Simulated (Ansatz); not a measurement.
**HfN: how the axes shrink under pressure**

HfN, P6_3/mmc, a = 3.128 Å, c = 5.391 Å. This isn't the usual stable structure of the compound. Ansatz: PBEsol, PAW, 420 eV, Γ-centred 18×18×8 mesh on 4 atoms, Gaussian smearing 0.10 eV; no spin polarisation. Cell and atoms are relaxed at each pressure, and no other structure is tried, so the rows at high pressure may lie past a change of phase. y = 100 ln(c/c0) with c0 = 5.3909 Å, so nearly a change in per cent. The pressures are the targets, met within 0.05 GPa.

| P (GPa) | y | 100 ln(a/a0) |
| --- | --- | --- |
| -2.0 | ? | ? |
| 0.0 | 0.00 | 0.00 |
| 2.0 | -0.24 | -0.25 |
| 5.0 | -0.58 | -0.59 |
| 10.0 | -1.10 | -1.13 |
| 20.0 | -2.06 | -2.11 |
| 40.0 | -3.67 | -3.83 |

**Question.** Fit y = c1 P + c2 P² to the other rows, give the linear compressibility along c, and predict the missing y.

**Answer.** Least squares on the rows shown. y = −0.1156 P + 0.0005972 P². The linear compressibility along c is −c1/100 = 1.16 per TPa, against 1.17 along a from the same fit to the last column (its missing entry is 0.25): the crystal is about as stiff along both at low pressure. At P = -2.0 the fit asked for gives 0.23. The run gave 0.24, so the fit is 0.01 too low, within the rms miss on the fitted rows (0.01).

Spin–orbit coupling is left out, which can shift energies with elements as heavy as these.